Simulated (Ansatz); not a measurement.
## Lattice dynamics at Γ of C (diamond)

From the experimental literature:
- Raman mode: 1332 cm⁻¹ (first-order Raman peak of cubic diamond; Raman spectroscopy; literature value quoted as the usual peak position; sample and temperature not stated; quoted in “Extended defects in natural diamonds: Atomic Force Microscopy investigation”, 2012, arxiv:1209.1485)

Perturbation theory with PBEsol in the PAW code Ansatz on the PBEsol cell, ground state and force constants on a 10×10×10 mesh. The values are computed, spin-unpolarised.

Space group Fd-3m (No. 227), cubic; conventional cell a = 3.554 Å, 5.61 Å³ an atom. C has 4 C at 1.54 Å.

Space group Fd-3m:1 (No. 227). a = 3.554 Å, b = 3.554 Å, c = 3.554 Å, α = 90.00°, β = 90.00°, γ = 90.00°
```tsv
atom	site	symmetry	x	y	z
C	8b	-43m	0.0000	0.0000	0.5000
```

Optical modes without the longitudinal term:
```tsv
ω (cm⁻¹)	degeneracy	IR intensity, summed over the level ((D/Å)²/amu)
1306	3	0.00
```

The optical mode at Γ lies at 1306 cm⁻¹ without the longitudinal term. The long-range field leaves the highest mode where it is. No mode is infrared active.

The clamped-ion dielectric constant comes out as 5.87 in all directions. With the ions relaxed, ε⁰ is 5.9 in all directions. Born charges, averaged over directions: C 0.00 e.

For comparison, on the r2SCAN cell the mean ε∞ is 5.78 with r2SCAN (ground state on 10×10×10; least gap 4.36 eV), 5.84 with PBE (ground state on 10×10×10; least gap 4.15 eV).

Comparison with experiment:
- Raman mode at 1332 cm⁻¹ (first-order Raman peak of cubic diamond): the nearest PBEsol mode at Γ lies at 1306 cm⁻¹ (-1.9 %).
Reports marked as nanostructured, strained, doped, implanted or mixed samples, and transport gaps, were set aside. Modes are paired by degeneracy and infrared activity, where the label gives them, and frequency; they are harmonic.
